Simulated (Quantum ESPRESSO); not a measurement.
# SnSe2 (P-3m1) in Quantum ESPRESSO: a series of runs

Runs on SnSe2. Level: PBEsol. Tasks: single point, equation of state.

Program: Quantum ESPRESSO 7.5. These are calculated values, not measurements. Logs are shortened: lines on timing, memory, paths and dates and some standing lists are left out, and cuts for length are marked.

## Step 1: The crystal as given

Symmetry: P-3m1, No. 164, trigonal system. The conventional cell has a = 3.811 Å, b = 3.811 Å, c = 6.136 Å, α = 90.00°, β = 90.00°, γ = 120.00°. Sn (site symmetry -3m) has 6 Se at 2.68 Å as nearest neighbours. Around Se (site symmetry 3m) lie 3 Sn at 2.68 Å.

## Step 2: Single point, PBEsol, 24.18 Å³/atom

The input, pw.in:

```
&CONTROL
  calculation = 'scf'
  prefix = 'pwscf'
  outdir = './tmp'
  pseudo_dir = './pseudo'
  tprnfor = .true.
  tstress = .true.
  disk_io = 'nowf'
/
&SYSTEM
  ibrav = 0
  nat = 3
  ntyp = 2
  ecutwfc = 86
  nbnd = 32
  occupations = 'smearing'
  smearing = 'fd'
  degauss = 0.00367493
/
&ELECTRONS
  conv_thr = 6d-10
  electron_maxstep = 120
  mixing_beta = 0.5
/
ATOMIC_SPECIES
Sn   118.7100 Sn.upf
Se    78.9710 Se.upf
CELL_PARAMETERS angstrom
   3.7332026603    0.0000000000    0.0000000000
  -1.8666013302    3.2330483413    0.0000000000
   0.0000000000    0.0000000000    6.0107403631
ATOMIC_POSITIONS crystal
Sn     0.0000000000    0.0000000000    0.0000000000
Se     0.6666666667    0.3333333333    0.7510000000
Se     0.3333333333    0.6666666667    0.2490000000
K_POINTS automatic
8 8 5 0 0 0
```

Potentials or basis: PseudoDojo 0.4.1 SR PBEsol standard.

Run with:

```console
OMP_NUM_THREADS=1 pw.x -in pw.in > pw.out
```

pw.out:

```text
This program is part of the open-source Quantum ESPRESSO suite
     for quantum simulation of materials; please cite
         "P. Giannozzi et al., J. Phys.:Condens. Matter 21 395502 (2009);
         "P. Giannozzi et al., J. Phys.:Condens. Matter 29 465901 (2017);
         "P. Giannozzi et al., J. Chem. Phys. 152 154105 (2020);
     in publications or presentations arising from this work. More details at

     Message from routine setup:
     using ibrav=0 with symmetry is DISCOURAGED, use correct ibrav instead

     G-vector sticks info
     --------------------
     sticks:   dense  smooth     PW     G-vecs:    dense   smooth      PW
     Sum        1177    1177    337                52795    52795    7979

     Using Slab Decomposition

     bravais-lattice index     =            0
     lattice parameter (alat)  =       7.0547  a.u.
     unit-cell volume          =     489.5740 (a.u.)^3
     number of atoms/cell      =            3
     number of atomic types    =            2
     number of electrons       =        46.00
     number of Kohn-Sham states=           32
     kinetic-energy cutoff     =      86.0000  Ry
     charge density cutoff     =     344.0000  Ry
     scf convergence threshold =      6.0E-10
     mixing beta               =       0.5000
     number of iterations used =            8  plain     mixing
     Exchange-correlation= PBESOL
                           (   1   4  10   8   0   0   0)

     celldm(1)=   7.054731  celldm(2)=   0.000000  celldm(3)=   0.000000
     celldm(4)=   0.000000  celldm(5)=   0.000000  celldm(6)=   0.000000

     crystal axes: (cart. coord. in units of alat)
               a(1) = (   1.000000   0.000000   0.000000 )
               a(2) = (  -0.500000   0.866025   0.000000 )
               a(3) = (   0.000000   0.000000   1.610076 )

     reciprocal axes: (cart. coord. in units 2 pi/alat)
               b(1) = (  1.000000  0.577350 -0.000000 )
               b(2) = (  0.000000  1.154701  0.000000 )
               b(3) = (  0.000000 -0.000000  0.621089 )

     PseudoPot. # 1 for Sn read from file:
     Sn.upf
     Pseudo is Norm-conserving + core correction, Zval = 14.0
     Generated using ONCVPSP code by D. R. Hamann
     Using radial grid of 1628 points,  6 beta functions with:
                l(1) =   0
                l(2) =   0
                l(3) =   1
                l(4) =   1
                l(5) =   2
                l(6) =   2

     PseudoPot. # 2 for Se read from file:
     Se.upf
     Pseudo is Norm-conserving + core correction, Zval = 16.0
     Generated using ONCVPSP code by D. R. Hamann
     Using radial grid of 1198 points,  6 beta functions with:
                l(1) =   0
                l(2) =   0
                l(3) =   1
                l(4) =   1
                l(5) =   2
                l(6) =   2

     atomic species   valence    mass     pseudopotential
     Sn               14.00   118.71000     Sn( 1.00)
     Se               16.00    78.97100     Se( 1.00)

     12 Sym. Ops., with inversion, found

   Cartesian axes

     site n.     atom                  positions (alat units)
         1        Sn     tau(   1) = (   0.0000000   0.0000000   0.0000000  )
         2        Se     tau(   2) = (   0.5000000   0.2886751   1.2091671  )
         3        Se     tau(   3) = (  -0.0000000   0.5773503   0.4009089  )

     number of k points=    40  Fermi-Dirac smearing, width (Ry)=  0.0037
                       cart. coord. in units 2pi/alat
        k(    1) = (   0.0000000   0.0000000   0.0000000), wk =   0.0062500
        k(    2) = (   0.0000000   0.0000000   0.1242177), wk =   0.0125000
        k(    3) = (   0.0000000   0.0000000   0.2484355), wk =   0.0125000
        k(    4) = (   0.0000000   0.1443376   0.0000000), wk =   0.0375000
        k(    5) = (   0.0000000   0.1443376   0.1242177), wk =   0.0375000
        k(    6) = (   0.0000000   0.1443376   0.2484355), wk =   0.0375000
[... 32 lines left out ...]
        k(   39) = (  -0.1250000   0.5051815  -0.1242177), wk =   0.0750000
        k(   40) = (  -0.1250000   0.5051815  -0.2484355), wk =   0.0750000

     Dense  grid:    52795 G-vectors     FFT dimensions: (  45,  45,  72)

     Initial potential from superposition of free atoms

     starting charge      45.9985, renormalised to      46.0000
     Starting wfcs are   27 randomized atomic wfcs +    5 random wfcs

     Self-consistent Calculation

     iteration #  1     ecut=    86.00 Ry     beta= 0.50
     Davidson diagonalization with overlap
     ethr =  1.00E-02,  avg # of iterations =  6.0

     Threshold (ethr) on eigenvalues was too large:
     Diagonalizing with lowered threshold

     Davidson diagonalization with overlap
     ethr =  1.46E-04,  avg # of iterations =  4.7

     total energy              =    -641.74565959 Ry
     estimated scf accuracy    <       0.06669680 Ry

     iteration #  2     ecut=    86.00 Ry     beta= 0.50
     Davidson diagonalization with overlap
     ethr =  1.45E-04,  avg # of iterations =  2.0
[... 43 lines left out ...]
     total energy              =    -641.75804205 Ry
     estimated scf accuracy    <          2.3E-09 Ry

     iteration #  9     ecut=    86.00 Ry     beta= 0.50
     Davidson diagonalization with overlap
     ethr =  5.02E-12,  avg # of iterations =  2.0

     End of self-consistent calculation

          k = 0.0000 0.0000 0.0000 (  6657 PWs)   bands (ev):

   -37.5601 -37.5601 -37.5601 -37.5601 -37.5067 -37.5067 -37.5058 -37.5058
   -37.4865 -37.4862 -11.9059 -11.9059 -11.8512 -11.8333 -11.8333  -5.1063
    -3.0692   3.1243   8.6619   8.6619   8.9945   8.9945   9.4594  10.7063
    12.3077  14.1287  14.1287  17.5382  18.3912  18.3912  19.3181  19.6119

          k = 0.0000 0.0000 0.1242 (  6609 PWs)   bands (ev):

   -37.5601 -37.5601 -37.5601 -37.5601 -37.5066 -37.5066 -37.5059 -37.5059
   -37.4864 -37.4862 -11.9059 -11.9059 -11.8511 -11.8333 -11.8333  -5.0500
    -3.2005   3.4540   8.5021   8.6209   8.6209   9.0605   9.0605  11.3960
    12.3318  14.0169  14.0169  17.7797  18.1311  18.1311  18.5058  20.0498
[... 260 lines left out ...]
          k =-0.1250 0.5052-0.2484 (  6591 PWs)   bands (ev):

   -37.5600 -37.5599 -37.5594 -37.5593 -37.5066 -37.5064 -37.5064 -37.5061
   -37.4859 -37.4858 -11.9749 -11.8883 -11.8580 -11.8135 -11.8031  -3.1767
    -2.5702   1.8842   4.2767   5.9470   6.7390   8.4584   8.9635  11.0999
    13.9023  14.7393  15.3657  15.5776  18.6561  19.8008  20.5099  21.2283

     the Fermi energy is     9.8532 ev

!    total energy              =    -641.75804205 Ry
     estimated scf accuracy    <          4.3E-11 Ry
     smearing contrib. (-TS)   =      -0.00000160 Ry
     internal energy E=F+TS    =    -641.75804044 Ry

     The total energy is F=E-TS. E is the sum of the following terms:
     one-electron contribution =    -341.61849339 Ry
     hartree contribution      =     187.77155186 Ry
     xc contribution           =    -139.75588194 Ry
     ewald contribution        =    -348.15521698 Ry

     convergence has been achieved in   9 iterations

     Forces acting on atoms (cartesian axes, Ry/au):

     atom    1 type  1   force =     0.00000000    0.00000000    0.00000000
     atom    2 type  2   force =     0.00000000    0.00000000   -0.05096559
     atom    3 type  2   force =     0.00000000    0.00000000    0.05096559

     Total force =     0.072076     Total SCF correction =     0.000041

     Computing stress (Cartesian axis) and pressure

          total   stress  (Ry/bohr**3)                   (kbar)     P=       82.23
   0.00052411   0.00000000   0.00000000           77.10        0.00        0.00
   0.00000000   0.00052411  -0.00000000            0.00       77.10       -0.00
   0.00000000  -0.00000000   0.00062868            0.00       -0.00       92.48

=------------------------------------------------------------------------------=
   JOB DONE.
=------------------------------------------------------------------------------=
```

Run time: 95 s. Hardware: 1 thread of Intel Xeon Platinum 8488C (Sapphire Rapids), shared host; peak memory 0.22 GiB.

What came out:

| Item | Value |
| --- | --- |
| Free energy | -8731.5630 eV |
| Pressure | 8.2 GPa |
| Largest force | 1.310 eV/Å |
| Band gap on the k mesh | 0.78 eV, indirect (least direct gap 1.25 eV) |

Caveat: spin-orbit coupling is left out, which moves the levels of the heavy elements; an odd mesh through Γ misses points on the zone boundary, where band edges often lie; this functional lacks dispersion, which binds the layers, so the pressure and a relaxed spacing across them are unreliable; forces of over 1 eV/Å show positions far from the minimum, so gaps and moduli don't describe the material at rest.

## Step 3: Single point, PBEsol, 24.70 Å³/atom

pw.in, as its differences from that of step 2:

```diff
@@ -28,5 +28,5 @@
 CELL_PARAMETERS angstrom
-   3.7332026603    0.0000000000    0.0000000000
-  -1.8666013302    3.2330483413    0.0000000000
-   0.0000000000    0.0000000000    6.0107403631
+   3.7594936861    0.0000000000    0.0000000000
+  -1.8797468431    3.2558170375    0.0000000000
+   0.0000000000    0.0000000000    6.0530709152
 ATOMIC_POSITIONS crystal
```

Potentials or basis: PseudoDojo 0.4.1 SR PBEsol standard.

Run with:

```console
OMP_NUM_THREADS=1 pw.x -in pw.in > pw.out
```

Run time: 91 s. Hardware: 1 thread of Intel Xeon Platinum 8488C (Sapphire Rapids), shared host; peak memory 0.22 GiB.

The run converged. Its results:

| Quantity | Value |
| --- | --- |
| Free energy | -8731.6323 eV |
| Pressure | 6.2 GPa |
| Largest force | 1.065 eV/Å |
| Band gap on the k mesh | 0.76 eV, indirect (least direct gap 1.15 eV) |

Caveat: spin-orbit coupling is left out, which moves the levels of the heavy elements; an odd mesh through Γ misses points on the zone boundary, where band edges often lie; this functional lacks dispersion, which binds the layers, so the pressure and a relaxed spacing across them are unreliable; forces of over 1 eV/Å show positions far from the minimum, so gaps and moduli don't describe the material at rest.

## Step 4: Single point, PBEsol, 25.21 Å³/atom

pw.in, as its differences from that of step 3:

```diff
@@ -28,5 +28,5 @@
 CELL_PARAMETERS angstrom
-   3.7594936861    0.0000000000    0.0000000000
-  -1.8797468431    3.2558170375    0.0000000000
-   0.0000000000    0.0000000000    6.0530709152
+   3.7854220481    0.0000000000    0.0000000000
+  -1.8927110241    3.2782716577    0.0000000000
+   0.0000000000    0.0000000000    6.0948175511
 ATOMIC_POSITIONS crystal
```

Run with:

```console
OMP_NUM_THREADS=1 pw.x -in pw.in > pw.out
```

Run time: 99 s. Hardware: 1 thread of Intel Xeon Platinum 8488C (Sapphire Rapids), shared host; peak memory 0.22 GiB.

The run converged. Its results:

| Quantity | Value |
| --- | --- |
| Free energy | -8731.6829 eV |
| Pressure | 4.4 GPa |
| Largest force | 0.839 eV/Å |
| Band gap on the k mesh | 0.74 eV, indirect (least direct gap 1.05 eV) |

Caveat: spin-orbit coupling is left out, which moves the levels of the heavy elements; an odd mesh through Γ misses points on the zone boundary, where band edges often lie; this functional lacks dispersion, which binds the layers, so the pressure and a relaxed spacing across them are unreliable.

## Step 5: Single point, PBEsol, 25.73 Å³/atom

pw.in, as its differences from that of step 4:

```diff
@@ -28,5 +28,5 @@
 CELL_PARAMETERS angstrom
-   3.7854220481    0.0000000000    0.0000000000
-  -1.8927110241    3.2782716577    0.0000000000
-   0.0000000000    0.0000000000    6.0948175511
+   3.8110000000    0.0000000000    0.0000000000
+  -1.9055000000    3.3004228138    0.0000000000
+   0.0000000000    0.0000000000    6.1360000000
 ATOMIC_POSITIONS crystal
```

Run with:

```console
OMP_NUM_THREADS=1 pw.x -in pw.in > pw.out
```

Run time: 1.7 min. Hardware: 1 thread of Intel Xeon Platinum 8488C (Sapphire Rapids), shared host; peak memory 0.22 GiB.

It converged, with:

```
Free energy            : -8731.7169 eV
Pressure               : 2.7 GPa
Largest force          : 0.630 eV/Å
Band gap on the k mesh : 0.72 eV, indirect (least direct gap 0.97 eV)
```

Caveat: spin-orbit coupling is left out, which moves the levels of the heavy elements; an odd mesh through Γ misses points on the zone boundary, where band edges often lie; this functional lacks dispersion, which binds the layers, so the pressure and a relaxed spacing across them are unreliable.

## Step 6: Single point, PBEsol, 26.24 Å³/atom

pw.in, as its differences from that of step 5:

```diff
@@ -28,5 +28,5 @@
 CELL_PARAMETERS angstrom
-   3.8110000000    0.0000000000    0.0000000000
-  -1.9055000000    3.3004228138    0.0000000000
-   0.0000000000    0.0000000000    6.1360000000
+   3.8362391461    0.0000000000    0.0000000000
+  -1.9181195731    3.3222805555    0.0000000000
+   0.0000000000    0.0000000000    6.1766369459
 ATOMIC_POSITIONS crystal
```

Potentials or basis: PseudoDojo 0.4.1 SR PBEsol standard.

Run with:

```console
OMP_NUM_THREADS=1 pw.x -in pw.in > pw.out
```

Run time: 1.7 min. Hardware: 1 thread of Intel Xeon Platinum 8488C (Sapphire Rapids), shared host; peak memory 0.23 GiB.

It converged, with:

* Free energy: -8731.7359 eV
* Pressure: 1.3 GPa
* Largest force: 0.438 eV/Å
* Band gap on the k mesh: 0.69 eV, indirect (least direct gap 0.89 eV)

Caveat: spin-orbit coupling is left out, which moves the levels of the heavy elements; an odd mesh through Γ misses points on the zone boundary, where band edges often lie; this functional lacks dispersion, which binds the layers, so the pressure and a relaxed spacing across them are unreliable.

## Step 7: Single point, PBEsol, 26.76 Å³/atom

pw.in, as its differences from that of step 6:

```diff
@@ -28,5 +28,5 @@
 CELL_PARAMETERS angstrom
-   3.8362391461    0.0000000000    0.0000000000
-  -1.9181195731    3.3222805555    0.0000000000
-   0.0000000000    0.0000000000    6.1766369459
+   3.8611504880    0.0000000000    0.0000000000
+  -1.9305752440    3.3438544104    0.0000000000
+   0.0000000000    0.0000000000    6.2167461018
 ATOMIC_POSITIONS crystal
```

Run with:

```console
OMP_NUM_THREADS=1 pw.x -in pw.in > pw.out
```

It took 99 s on 1 thread of Intel Xeon Platinum 8488C (Sapphire Rapids), shared host; peak memory 0.23 GiB.

The run converged. Its results:

* Free energy: -8731.7416 eV
* Pressure: -0.1 GPa
* Largest force: 0.260 eV/Å
* Band gap on the k mesh: 0.67 eV, indirect (least direct gap 0.82 eV)

Caveat: spin-orbit coupling is left out, which moves the levels of the heavy elements; an odd mesh through Γ misses points on the zone boundary, where band edges often lie; this functional lacks dispersion, which binds the layers, so the pressure and a relaxed spacing across them are unreliable.

## Step 8: Single point, PBEsol, 27.27 Å³/atom

pw.in, as its differences from that of step 7:

```diff
@@ -28,5 +28,5 @@
 CELL_PARAMETERS angstrom
-   3.8611504880    0.0000000000    0.0000000000
-  -1.9305752440    3.3438544104    0.0000000000
-   0.0000000000    0.0000000000    6.2167461018
+   3.8857444663    0.0000000000    0.0000000000
+  -1.9428722331    3.3651534204    0.0000000000
+   0.0000000000    0.0000000000    6.2563442784
 ATOMIC_POSITIONS crystal
```

Run with:

```console
OMP_NUM_THREADS=1 pw.x -in pw.in > pw.out
```

Wall time 1.7 min (1 thread of Intel Xeon Platinum 8488C (Sapphire Rapids), shared host); peak memory 0.24 GiB.

Results (log left out):

| Property | Result |
| --- | --- |
| Free energy | -8731.7354 eV |
| Pressure | -1.2 GPa |
| Largest force | 0.096 eV/Å |
| Band gap on the k mesh | 0.64 eV, indirect (least direct gap 0.75 eV) |

Caveat: spin-orbit coupling is left out, which moves the levels of the heavy elements; an odd mesh through Γ misses points on the zone boundary, where band edges often lie; this functional lacks dispersion, which binds the layers, so the pressure and a relaxed spacing across them are unreliable.

## Step 9: Equation of state, PBEsol

Potentials or basis: PseudoDojo 0.4.1 SR PBEsol standard.

No new run: the results of the series are fitted here.

Results:

```yaml
Equilibrium_volume: 26.73 Å³/atom
Bulk_modulus_at_fixed_shape_and_positions: 65 GPa
Pressure_derivative_of_the_bulk_modulus: 4.7
```

Energy against volume, from the lowest point:
```
volume (Å³/atom)  energy (meV/atom)
          24.182              59.55
          24.697              36.46
          25.212              19.58
          25.726               8.25
          26.241               1.90
          26.755               0.00
          27.270               2.08
```

Caveat: the cell was scaled at fixed shape and fractional positions, which overstates the stiffness of a crystal with free parameters, most of all of layers and chains; this functional lacks dispersion, which binds the layers, so the pressure and a relaxed spacing across them are unreliable.
